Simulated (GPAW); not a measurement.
Moving the Hubbard U on Ag d in AgCl

The structure is cubic, space group Fm-3m (No. 225). The conventional cell has a = 5.470 Å, b = 5.470 Å, c = 5.470 Å, α = 90.00°, β = 90.00°, γ = 90.00°. Ag (site symmetry m-3m) has 6 Cl at 2.73 Å as nearest neighbours. Cl (site symmetry m-3m) has 6 Ag at 2.73 Å as nearest neighbours.

Kept alike: task band structure; functional PBEsol; k mesh 8 × 8 × 8; occupations fermi-dirac, width 0.05 eV; no spin polarisation. Program: GPAW, PAW data sets generated for this functional, cutoff 600 eV. The mesh is that of the run's cell of 2 atoms. No spin-orbit coupling.

| Hubbard U on Ag d, U (eV) | band gap (eV) | pressure (GPa) |
| --- | --- | --- |
| 0 | 0.704 | -0.58 |
| 1 | ? | ? |
| 2 | 1.141 | -0.18 |
| 3 | 1.348 | 0.01 |
| 4 | 1.547 | 0.19 |
| 6 | 1.914 | 0.51 |
| 8 | 2.239 | 0.80 |

Pressure is positive in compression; the values hold the error of the finite cutoff, so their zero can differ a little from the energy's minimum. U acts here on a shell without spin polarisation. How U acts hangs on the program's projectors. Gaps are the smaller of the mesh's and the band path's.

Question: Fit the rows shown and predict the run at 1 eV.

Answer: A least-squares parabola through the rows shown is band gap = -0.004659 U² + 0.22945 U + 0.7028 (largest miss 0.0022); at U = 1 it gives 0.928 eV. A least-squares parabola through the rows shown is pressure = -0.00484 U² + 0.2112 U - 0.581 (largest miss 0.004); at U = 1 it gives -0.37 GPa. The run gave: band gap 0.926 eV; pressure -0.38 GPa.
